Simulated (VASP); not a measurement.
# FeO (R-3m) in VASP: notebook, part 2 of 2

VASP 6.6.1.

### 5 Relaxation of cell and atoms, r2SCAN+rVV10, collinear spin, ferromagnetic start

Input file INCAR:

```
SYSTEM = FeO
  ALGO = Normal
  BPARAM = 11.95
  CPARAM = 0.0093
  EDIFF = 1E-6
  EDIFFG = -0.01
  ENCUT = 600
  IBRION = 2
  ISIF = 3
  ISMEAR = 0
  ISPIN = 2
  IVDW_NL = 2
  LASPH = .TRUE.
  LCHARG = .FALSE.
  LMAXMIX = 4
  LMIXTAU = .TRUE.
  LORBIT = 11
  LREAL = .FALSE.
  LUSE_VDW = .TRUE.
  LWAVE = .FALSE.
  MAGMOM = 3 0
  METAGGA = R2SCAN
  NELM = 100
  NSW = 60
  PREC = Accurate
  SIGMA = 0.05
```

Input file KPOINTS:

```
k-points
0
G
  8 8 8
  0 0 0
```

Input file POSCAR:

```
FeO
1.0
    1.5176821100      0.8762341800      2.5157945800
   -1.5176821100      0.8762341800      2.5157945800
    0.0000000000     -1.7524683500      2.5157945800
Fe O
1 1
Direct
    0.0000000000      0.0000000000      0.0000000000
    0.5000000000      0.5000000000      0.5000000000
```

Potentials or basis: VASP PAW PBE potentials, release 64 (Fe, O).

Run with:

```sh
cat potpaw_PBE.64/Fe/POTCAR potpaw_PBE.64/O/POTCAR > POTCAR
mpirun -np 1 vasp_std > vasp.out
```

OUTCAR:

```text
SYSTEM = FeO
   BPARAM = 11.95
   EDIFF = 1E-6
   EDIFFG = -0.01
   ENCUT = 600
   IBRION = 2
   ISIF = 3
   ISMEAR = 0
   ISPIN = 2
   IVDW_NL = 2
   LASPH = .TRUE.
   LORBIT = 11
   LREAL = .FALSE.
   METAGGA = R2SCAN
   NELM = 100
   NSW = 60
   PREC = Accurate

 ion  position               nearest neighbor table
   1  0.000  0.000  0.000-   2 2.16   2 2.16   2 2.16   2 2.16   2 2.16   2 2.16
   2  0.500  0.500  0.500-   1 2.16   1 2.16   1 2.16   1 2.16   1 2.16   1 2.16

  LATTYP: Found a trigonal (rhomboedric) cell.
 ALAT       =     3.0660019070
 COS(alpha) =     0.5099427872

  Lattice vectors:

 A1 = (   1.5176821100,   0.8762341800,   2.5157945800)
 A2 = (  -1.5176821100,   0.8762341800,   2.5157945800)
 A3 = (   0.0000000000,  -1.7524683500,   2.5157945800)

Analysis of symmetry for initial positions (statically):
=====================================================================
 Subroutine PRICEL returns:
 Original cell was already a primitive cell.

 Routine SETGRP: Setting up the symmetry group for a
 trigonal (rhombohedral) supercell.

 Subroutine GETGRP returns: Found 12 space group operations
 (whereof 12 operations were pure point group operations)
 out of a pool of 12 trial point group operations.

The static configuration has the point symmetry D_3d.

Analysis of symmetry for dynamics (positions and initial velocities):
=====================================================================
 Subroutine PRICEL returns:
 Original cell was already a primitive cell.

[... 475 lines left out ...]
 cond. band min:       7.0514143636   @ k =   0.5000   0.2500   0.2500
 fundamental gap:      0.0518898441
 Fermi energy:         7.0188931571

 spin component 1

 k-point     1 :       0.0000    0.0000    0.0000
  band No.  band energies     occupation
      1     -15.6737      1.00000
      2       2.0309      1.00000
      3       2.0853      1.00000
      4       2.0853      1.00000
      5       2.1805      1.00000
      6       2.1805      1.00000
      7       2.3204      1.00000
      8       2.3260      1.00000
      9       2.3260      1.00000
     10       7.1578      0.00004
     11      22.7828      0.00000
     12      24.3671      0.00000
     13      24.3998      0.00000
[... 356 lines left out ...]
      2      -1.5407      1.00000
      3      -0.4397      1.00000
      4       0.0170      1.00000
      5       2.5146      1.00000
      6       2.6418      1.00000
      7       3.2752      1.00000
      8       4.1103      1.00000
      9       5.5211      1.00000
     10      11.0001      0.00000
     11      17.2153      0.00000
     12      19.6633      0.00000
     13      22.0217      0.00000

 [... further k-points ...]

 spin component 2

 k-point     1 :       0.0000    0.0000    0.0000
  band No.  band energies     occupation
      1     -15.1224      1.00000
      2       3.0110      1.00000
      3       3.0127      1.00000
      4       3.0127      1.00000
      5       6.1610      1.00000
      6       6.1610      1.00000
      7       6.2164      1.00000
      8       7.5504      0.00000
      9       7.5504      0.00000
     10       8.2562      0.00000
     11      23.0009      0.00000
     12      25.6034      0.00000
     13      25.6042      0.00000
[... 397 lines left out ...]
  FREE ENERGIE OF THE ION-ELECTRON SYSTEM (eV)
  ---------------------------------------------------
  free  energy   TOTEN  =       -22.4831506725 eV

  energy  without entropy=      -22.4814551129  energy(sigma->0) =      -22.48230289

 reached required accuracy - stopping structural energy minimisation

 total charge

# of ion       s       p       d       tot
------------------------------------------
    1        0.292   0.390   6.091   6.773
    2        1.553   3.500   0.000   5.054
--------------------------------------------------
tot          1.845   3.890   6.091  11.826

 magnetization (x)

# of ion       s       p       d       tot
------------------------------------------
    1        0.028   0.018   3.631   3.678
    2        0.032   0.255   0.000   0.287
--------------------------------------------------
tot          0.060   0.273   3.631   3.964
```

OSZICAR:

```text
N       E                     dE             d eps       ncg     rms          rms(c)
DAV:   1     0.795459440643E+02    0.79546E+02   -0.79507E+03  3508   0.143E+03
DAV:   2    -0.209098828947E+02   -0.10046E+03   -0.87175E+02  3598   0.276E+02
[... 85 lines left out ...]
DAV:   1    -0.224832013018E+02   -0.63196E-04   -0.63602E-03  3550   0.794E-01    0.762E-02
DAV:   2    -0.224831582369E+02    0.43065E-04   -0.27101E-04  4073   0.152E-01    0.381E-02
DAV:   3    -0.224831467159E+02    0.11521E-04   -0.73230E-05  3953   0.134E-01    0.354E-02
DAV:   4    -0.224831480838E+02   -0.13679E-05   -0.53222E-06  3497   0.672E-02    0.123E-02
DAV:   5    -0.224831501799E+02   -0.20961E-05   -0.96368E-06  2420   0.201E-02    0.102E-02
DAV:   6    -0.224831506725E+02   -0.49258E-06   -0.43642E-06  1988   0.173E-02
   9 F= -.22483151E+02 E0= -.22482303E+02  d E =-.297756E-03  mag=     4.0000
```

Wall time 11 min (1 thread of AMD EPYC 9R45 (Zen 5), shared host); peak memory 0.23 GiB.

What came out:

- Free energy: -22.4832 eV
- Relaxed volume: 9.63 Å³/atom
- Relaxed cell: a = 3.009 Å, b = 3.009 Å, c = 3.009 Å, α = 59.97°, β = 59.97°, γ = 59.97°
- Space group after relaxing (to 0.05 Å): Fm-3m (No. 225)
- Energy gained by relaxing: 11.5 meV/atom
- Ionic steps: 9
- Pressure after relaxing: 0.0 GPa
- Band gap on the k mesh: none (metal or under the smearing width)
- Net moment: 4.00 μB per cell
- Site moments: Fe +3.68; O +0.29 μB
- Valence electrons inside the program's atomic spheres: Fe 6.77; O 5.05

The path:
| step | energy change (eV) | largest force (eV/Å) | pressure (GPa) | volume (Å³) |
| --- | --- | --- | --- | --- |
| 1 | 0.0000 | 0.0000 | -8.30 | 20.07 |
| 2 | -0.0072 | 0.0000 | 7.97 | 18.60 |
| 3 | -0.0226 | 0.0000 | 0.02 | 19.24 |
| 4 | -0.0226 | 0.0000 | 0.28 | 19.23 |
| 5 | -0.0228 | 0.0000 | -0.29 | 19.27 |
| 6 | -0.0228 | 0.0000 | -0.50 | 19.29 |
| 7 | -0.0229 | 0.0000 | -0.37 | 19.28 |
| 8 | -0.0231 | 0.0000 | -0.13 | 19.26 |
| 9 | -0.0231 | 0.0000 | -0.04 | 19.25 |

Final structure:
```cif
data_structure
_symmetry_space_group_name_H-M 'P 1'
_symmetry_Int_Tables_number 1
_cell_length_a 3.0089
_cell_length_b 3.0089
_cell_length_c 3.0089
_cell_angle_alpha 59.972
_cell_angle_beta 59.972
_cell_angle_gamma 59.972
_cell_volume 19.25
loop_
_atom_site_label
_atom_site_type_symbol
_atom_site_fract_x
_atom_site_fract_y
_atom_site_fract_z
_atom_site_occupancy
Fe1 Fe 0.00000 0.00000 0.00000 1
O1 O 0.50000 0.50000 0.50000 1
```

Levels at points of the mesh, in eV from the Fermi level:
Spin up:
| k point | band 6 | band 7 | band 8 | band 9 | band 10 | band 11 | band 12 | band 13 |
| --- | --- | --- | --- | --- | --- | --- | --- | --- |
| (0.00, 0.00, 0.00) | -4.84 | -4.70 | -4.69 | -4.69 | 0.14 | 15.76 | 17.35 | 17.38 |
| (0.50, 0.00, 0.00) | -4.11 | -3.45 | -1.15 | -1.14 | 4.15 | 8.94 | 12.98 | 13.00 |
| (0.50, 0.50, 0.00) | -4.45 | -3.88 | -3.87 | -3.83 | 5.54 | 9.16 | 10.79 | 15.52 |
| (0.50, 0.50, 0.50) | -4.12 | -3.50 | -1.14 | -1.14 | 4.15 | 8.93 | 13.00 | 13.00 |
Spin down:
```
           k point  band 3  band 4  band 5  band 6  band 7  band 8
(0.00, 0.00, 0.00)   -4.01   -4.01   -0.86   -0.86   -0.80    0.53
(0.50, 0.00, 0.00)   -5.96   -5.96    0.42    0.46    0.62    3.31
(0.50, 0.50, 0.00)   -5.28   -5.28   -2.37    0.78    0.82    1.15
(0.50, 0.50, 0.50)   -5.95   -5.95    0.40    0.40    0.67    3.31
```

Caveat: the PAW data sets were made with another functional, which shifts forces and pressure a little; a cell with one magnetic atom can't hold antiferromagnetic order, which such compounds often take; semilocal functionals often make such compounds metallic where correlation or magnetic order opens a gap, which also shifts bond lengths.

### 6 Relaxation of cell and atoms, r2SCAN, collinear spin, ferromagnetic start

Input file INCAR:

```
SYSTEM = FeO
PREC = Accurate
ENCUT = 600
EDIFF = 1E-6
ISMEAR = 0
SIGMA = 0.05
LREAL = .FALSE.
LASPH = .TRUE.
NELM = 100
ALGO = Normal
ISIF = 3
LWAVE = .FALSE.
LCHARG = .FALSE.
ISPIN = 2
MAGMOM = 3 0
LORBIT = 11
LMAXMIX = 4
METAGGA = R2SCAN
LMIXTAU = .TRUE.
IBRION = 2
NSW = 60
EDIFFG = -0.01
```

Input file KPOINTS:

```
regular mesh
0
G
  8 8 8
  0 0 0
```

POSCAR is that of step 5.

Potentials or basis: VASP PAW PBE potentials, release 64 (Fe, O).

Run with:

```sh
cat potpaw_PBE.64/Fe/POTCAR potpaw_PBE.64/O/POTCAR > POTCAR
mpirun -np 1 vasp_std > vasp.out
```

OUTCAR:

```text
SYSTEM = FeO
   PREC = Accurate
   ENCUT = 600
   EDIFF = 1E-6
   ISMEAR = 0
   LREAL = .FALSE.
   LASPH = .TRUE.
   NELM = 100
   ISIF = 3
   ISPIN = 2
   LORBIT = 11
   METAGGA = R2SCAN
   IBRION = 2
   NSW = 60
   EDIFFG = -0.01

 ion  position               nearest neighbor table
   1  0.000  0.000  0.000-   2 2.16   2 2.16   2 2.16   2 2.16   2 2.16   2 2.16
   2  0.500  0.500  0.500-   1 2.16   1 2.16   1 2.16   1 2.16   1 2.16   1 2.16

  LATTYP: Found a trigonal (rhomboedric) cell.
 ALAT       =     3.0660019070
 COS(alpha) =     0.5099427872

  Lattice vectors:

 A1 = (   1.5176821100,   0.8762341800,   2.5157945800)
 A2 = (  -1.5176821100,   0.8762341800,   2.5157945800)
 A3 = (   0.0000000000,  -1.7524683500,   2.5157945800)

Analysis of symmetry for initial positions (statically):
=====================================================================
 Subroutine PRICEL returns:
 Original cell was already a primitive cell.

 Routine SETGRP: Setting up the symmetry group for a
 trigonal (rhombohedral) supercell.

 Subroutine GETGRP returns: Found 12 space group operations
 (whereof 12 operations were pure point group operations)
 out of a pool of 12 trial point group operations.

The static configuration has the point symmetry D_3d.

Analysis of symmetry for dynamics (positions and initial velocities):
=====================================================================
 Subroutine PRICEL returns:
 Original cell was already a primitive cell.
[... 398 lines left out ...]

 E-fermi :   6.9300     XC(G=0): -12.9662

 val. band max:        6.9201392965   @ k =  -0.3750   0.2500  -0.0000
 cond. band min:       6.9505674763   @ k =   0.2500   0.2500   0.1250
 fundamental gap:      0.0304281798
 Fermi energy:         6.9300208294

 spin component 1

 k-point     1 :       0.0000    0.0000    0.0000
  band No.  band energies     occupation
      1     -15.6796      1.00000
      2       1.9352      1.00000
      3       2.0226      1.00000
      4       2.0226      1.00000
      5       2.0984      1.00000
      6       2.0984      1.00000
      7       2.2710      1.00000
      8       2.2803      1.00000
      9       2.2803      1.00000
     10       7.0632      0.00008
     11      22.7245      0.00000
     12      24.2364      0.00000
     13      24.2899      0.00000
[... 356 lines left out ...]
      2      -1.5513      1.00000
      3      -0.4727      1.00000
      4      -0.0201      1.00000
      5       2.4436      1.00000
      6       2.5418      1.00000
      7       3.1961      1.00000
      8       4.0139      1.00000
      9       5.4156      1.00000
     10      10.8983      0.00000
     11      17.1187      0.00000
     12      19.5382      0.00000
     13      21.8950      0.00000

 [... further k-points ...]

 spin component 2

 k-point     1 :       0.0000    0.0000    0.0000
  band No.  band energies     occupation
      1     -15.1304      1.00000
      2       2.9570      1.00000
      3       2.9602      1.00000
      4       2.9602      1.00000
      5       6.0801      1.00000
      6       6.0801      1.00000
      7       6.1714      1.00000
      8       7.4745      0.00000
      9       7.4745      0.00000
     10       8.1647      0.00000
     11      22.9590      0.00000
     12      25.4756      0.00000
     13      25.4775      0.00000
[... 397 lines left out ...]
  FREE ENERGIE OF THE ION-ELECTRON SYSTEM (eV)
  ---------------------------------------------------
  free  energy   TOTEN  =       -22.8255983927 eV

  energy  without entropy=      -22.8236881992  energy(sigma->0) =      -22.82464330

 reached required accuracy - stopping structural energy minimisation

 total charge

# of ion       s       p       d       tot
------------------------------------------
    1        0.288   0.382   6.087   6.758
    2        1.554   3.500   0.000   5.054
--------------------------------------------------
tot          1.842   3.882   6.087  11.811

 magnetization (x)

# of ion       s       p       d       tot
------------------------------------------
    1        0.028   0.018   3.632   3.679
    2        0.032   0.253   0.000   0.285
--------------------------------------------------
tot          0.060   0.271   3.632   3.964
```

OSZICAR:

```text
N       E                     dE             d eps       ncg     rms          rms(c)
DAV:   1     0.793142400780E+02    0.79314E+02   -0.79540E+03  3508   0.143E+03
DAV:   2    -0.212401793055E+02   -0.10055E+03   -0.87251E+02  3598   0.276E+02
DAV:   3    -0.282831041485E+02   -0.70429E+01   -0.68458E+01  3905   0.841E+01
[... 66 lines left out ...]
DAV:   1    -0.228256635434E+02   -0.80294E-04   -0.97182E-03  3545   0.954E-01    0.892E-02
DAV:   2    -0.228256126926E+02    0.50851E-04   -0.41304E-04  4305   0.168E-01    0.418E-02
DAV:   3    -0.228255962435E+02    0.16449E-04   -0.13305E-04  3933   0.175E-01    0.420E-02
DAV:   4    -0.228255949406E+02    0.13029E-05   -0.84257E-06  3769   0.872E-02    0.145E-02
DAV:   5    -0.228255980324E+02   -0.30918E-05   -0.90356E-06  2552   0.215E-02    0.128E-02
DAV:   6    -0.228255983927E+02   -0.36026E-06   -0.36249E-06  1820   0.162E-02
   7 F= -.22825598E+02 E0= -.22824643E+02  d E =-.459246E-03  mag=     4.0000
```

CONTCAR:

```text
FeO
   1.00000000000000
     1.5076385096427387    0.8704355045019690    2.4645735130234492
    -1.5076385096427387    0.8704355045019690    2.4645735130234492
     0.0000000000000000   -1.7408709992733711    2.4645735130937729
  Fe              O
     1     1
Direct
     1.0000000000000000    0.0000000000000000    1.0000000000000000
     0.5000000000000000    0.5000000000000000    0.5000000000000000

  0.00000000E+00  0.00000000E+00  0.00000000E+00
  0.00000000E+00  0.00000000E+00  0.00000000E+00
```

Run time: 8.1 min. Hardware: 1 thread of AMD EPYC 9R45 (Zen 5), shared host; peak memory 0.15 GiB.

Results:

- Free energy: -22.8256 eV
- Relaxed volume: 9.70 Å³/atom
- Relaxed cell: a = 3.017 Å, b = 3.017 Å, c = 3.017 Å, α = 59.95°, β = 59.95°, γ = 59.95°
- Space group after relaxing (to 0.05 Å): Fm-3m (No. 225)
- Energy gained by relaxing: 7.7 meV/atom
- Ionic steps: 7
- Pressure after relaxing: -0.1 GPa
- Band gap on the k mesh: none (metal or under the smearing width)
- Net moment: 4.00 μB per cell
- Site moments: Fe +3.68; O +0.28 μB
- Valence electrons inside the program's atomic spheres: Fe 6.76; O 5.05

The path:
| step | energy change (eV) | largest force (eV/Å) | pressure (GPa) | volume (Å³) |
| --- | --- | --- | --- | --- |
| 1 | 0.0000 | 0.0000 | -6.73 | 20.07 |
| 2 | -0.0054 | 0.0000 | 6.12 | 18.87 |
| 3 | -0.0150 | 0.0000 | 0.05 | 19.39 |
| 4 | -0.0150 | 0.0000 | -0.16 | 19.40 |
| 5 | -0.0152 | 0.0000 | -0.10 | 19.41 |
| 6 | -0.0154 | 0.0000 | -0.09 | 19.41 |
| 7 | -0.0154 | 0.0000 | -0.10 | 19.41 |

Final structure:
```xyz
2
Lattice="1.5076 0.8704 2.4646 -1.5076 0.8704 2.4646 0.0000 -1.7409 2.4646" Properties=species:S:1:pos:R:3 pbc="T T T"
Fe    1.5076   -0.8704    4.9291
O     0.0000    0.0000    3.6969
```

Levels at points of the mesh, in eV from the Fermi level:
Spin up:
```tsv
k point	band 6	band 7	band 8	band 9	band 10	band 11	band 12	band 13
(0.00, 0.00, 0.00)	-4.83	-4.66	-4.65	-4.65	0.13	15.79	17.31	17.36
(0.50, 0.00, 0.00)	-4.10	-3.45	-1.17	-1.17	4.18	8.89	12.95	12.98
(0.50, 0.50, 0.00)	-4.45	-3.90	-3.89	-3.83	5.51	9.15	10.79	15.46
(0.50, 0.50, 0.50)	-4.11	-3.52	-1.17	-1.17	4.18	8.87	12.99	12.99
```
Spin down:
| k point | band 1 | band 2 | band 3 | band 4 | band 5 | band 6 | band 7 | band 8 | band 9 | band 10 |
| --- | --- | --- | --- | --- | --- | --- | --- | --- | --- | --- |
| (0.00, 0.00, 0.00) | -22.06 | -3.97 | -3.97 | -3.97 | -0.85 | -0.85 | -0.76 | 0.54 | 0.54 | 1.23 |
| (0.50, 0.00, 0.00) | -20.80 | -8.93 | -5.90 | -5.90 | 0.41 | 0.47 | 0.62 | 3.28 | 3.29 | 4.82 |
| (0.50, 0.50, 0.00) | -20.80 | -7.81 | -5.23 | -5.23 | -2.31 | 0.75 | 0.83 | 1.16 | 1.63 | 7.25 |
| (0.50, 0.50, 0.50) | -20.81 | -8.92 | -5.89 | -5.89 | 0.38 | 0.38 | 0.69 | 3.29 | 3.29 | 4.82 |

Caveat: the PAW data sets were made with another functional, which shifts forces and pressure a little; a cell with one magnetic atom can't hold antiferromagnetic order, which such compounds often take; semilocal functionals often make such compounds metallic where correlation or magnetic order opens a gap, which also shifts bond lengths. With open d or f shells a metallic result of r2SCAN can be an artefact of self-interaction; +U or a hybrid may open a gap.

### 7 The reference run

An earlier run on the cell as given: functional PBE; potentials or basis VASP PAW PBE potentials, release 64 (Fe, O); cutoff 520 eV; k mesh 11 × 11 × 11; occupations fermi-dirac, width 0.05 eV; collinear spin, ferromagnetic start; starting moments [3.0, 0.0] μB.

- Pressure: -0.5 GPa
- Band gap on the k mesh: none (metal or under the smearing width)
- Net moment: 4.00 μB per cell
- Site moments: Fe +3.62; O +0.30 μB
- Valence electrons inside the program's atomic spheres: Fe 6.73; O 4.99

### 8 Summary

| task | level | spin | fixed moment (μB) | cell | k mesh | cutoff (eV) | smearing | gap on the mesh (eV) | pressure (GPa) | moment (μB) | relaxed volume (Å³/atom) |
| --- | --- | --- | --- | --- | --- | --- | --- | --- | --- | --- | --- |
| single point | PBE | collinear, random start | - | as given | 8 × 8 × 8 | 520 | gaussian 0.05 eV | none | -0.6 | 4.00 | - |
| single point | PBE | collinear, ferromagnetic start | 2 | as given | 8 × 8 × 8 | 520 | gaussian 0.05 eV | - | -18.3 | 2.00 | - |
| single point | PBE | off | - | as given | 8 × 8 × 8 | 520 | gaussian 0.05 eV | none | -25.9 | - | - |
| relaxation of cell and atoms | r2SCAN+rVV10 | collinear, ferromagnetic start | - | relaxed | 8 × 8 × 8 | 600 | gaussian 0.05 eV | none | 0.0 | 4.00 | 9.63 |
| relaxation of cell and atoms | r2SCAN | collinear, ferromagnetic start | - | relaxed | 8 × 8 × 8 | 600 | gaussian 0.05 eV | none | -0.1 | 4.00 | 9.70 |
| single point | PBE | collinear, ferromagnetic start | - | as given | 11 × 11 × 11 | 520 | fermi-dirac 0.05 eV | none | -0.5 | 4.00 | - |

Alike in all rows: potentials or basis VASP PAW PBE potentials, release 64 (Fe, O).

Every run on the cell as given and a fine mesh finds a metal.

Caveats: a cell with one magnetic atom can't hold antiferromagnetic order, which such compounds often take (some runs); semilocal functionals often make such compounds metallic where correlation or magnetic order opens a gap, which also shifts bond lengths (some runs); the PAW data sets were made with another functional, which shifts forces and pressure a little (some runs); the total moment is fixed, so each spin has its own Fermi level (some runs); so large a pressure means that the cell lies far from this level's equilibrium, or that cutoff or potentials fall short (some runs).

Total energies depend on the potentials used, so only differences within one code and one set of settings carry meaning.
